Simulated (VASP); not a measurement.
A run of VASP 6.6.1 is set up as follows.

File INCAR:

```
PREC = Accurate
ENCUT = 520
EDIFF = 1E-6
ISMEAR = 0
SIGMA = 0.05
LREAL = False
LASPH = True
NELM = 100
ALGO = Normal
ISIF = 2
LWAVE = False
LCHARG = True
LDIPOL = True
IDIPOL = 3
DIPOL = 0.5 0.5 0.500
GGA = PE
LELF = True
LVHAR = True
LVACPOTAV = True
```

File KPOINTS:

```
regular mesh
0
Gamma
  9 9 1
```

File POSCAR:

```
In
1.0
    3.3638438630      0.0000000000      0.0000000000
   -1.6819219315      2.9131742397      0.0000000000
    0.0000000000      0.0000000000     28.4996354500
In
6
Direct
    0.6666666700      0.3333333400      0.2631612609
    0.0000000000      0.0000000000      0.3578967565
    0.3333333300      0.6666666600      0.4526322522
    0.0000000000      0.0000000000      0.5473677478
    0.6666666700      0.3333333400      0.6421032435
    0.0000000000      0.0000000000      0.7368387391
```

Potentials or basis: VASP PAW PBE potentials, release 64 (In_d).

Command:

```bash
$ cat potpaw_PBE.64/In_d/POTCAR > POTCAR
$ mpirun -np 1 vasp_std > vasp.out
```

**Question.** What does it give for the work function of the upper face?

**Answer.** 3.95 eV.

**Question.** What does it give for the work function of the lower face?

**Answer.** 3.97 eV.

**Question.** Predict the band gap on the k mesh.

**Answer.** None (metal or under the smearing width).

Forces in eV/Å, atoms in the order of the input:
```
In   0.000  0.000 -0.230
In   0.000  0.000  0.079
In   0.000  0.000 -0.045
In   0.000  0.000  0.080
In   0.000  0.000 -0.002
In   0.000  0.000  0.118
```
